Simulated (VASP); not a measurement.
# GaSb: single point with RPBE+D3(BJ)

**Measured values to compare with.**

From a printed reference work, data compilation, for a bulk crystal of GaSb at 4.2 K: band gap 0.811 eV (direct).

GaSb:

```
Sb Ga
1.0
     0.00000    2.94972    2.94972
     2.94972    0.00000    2.94972
     2.94972    2.94972    0.00000
Sb Ga
1 1
Direct
  0.75000 0.75000 0.75000
  0.00000 0.00000 0.00000
```

```yaml
Program: VASP 6.6.1
Task: single point
Functional: RPBE
Dispersion: D3(BJ)
Potentials_or_basis: VASP PAW PBE potentials, release 64 (Sb, Ga_d)
Cutoff: 520 eV
k_mesh: 8 × 8 × 8
Occupations: fermi-dirac, width 0.05 eV
Spin: no spin polarisation
Dipole_correction: no
Further_INCAR_settings: ALGO = Normal; EDIFF = 1e-06; NBANDS = 16
```

The pressure is 0.1 GPa. The band gap on the k mesh is 0.72 eV, indirect (least direct gap 0.94 eV) and the dispersion energy per atom is -1.685 eV.

Levels at points of the mesh, in eV from the valence-band top:
| k point | band 6 | band 7 | band 8 | band 9 | band 10 | band 11 | band 12 | band 13 |
| --- | --- | --- | --- | --- | --- | --- | --- | --- |
| (0.00, 0.00, 0.00) | -12.26 | 0.00 | 0.00 | 0.00 | 0.94 | 2.74 | 2.74 | 2.74 |
| (0.50, 0.00, 0.00) | -10.34 | -6.93 | -1.34 | -1.34 | 0.72 | 3.74 | 3.74 | 6.50 |
| (0.50, 0.50, 0.00) | -9.35 | -7.32 | -2.98 | -2.98 | 0.82 | 1.10 | 9.44 | 9.44 |

It took 11 s on 1 thread of Intel(R) Xeon(R) 6975P-C (Granite Rapids) (shared host), peak memory 0.19 GiB.

A measured direct gap of GaSb is 0.811 eV (direct; 4.2 K; a printed reference work, data compilation); the calculated 0.94 eV misses it by +0.13 eV. Spin-orbit coupling on Ga, Sb is left out. The value is that of RPBE+D3(BJ) on a finite k mesh, which can miss the band edges, without temperature or zero-point motion.

Caveat: the PAW data sets were made with another functional, which shifts forces and pressure a little; spin-orbit coupling is left out, which moves the levels of the heavy elements.
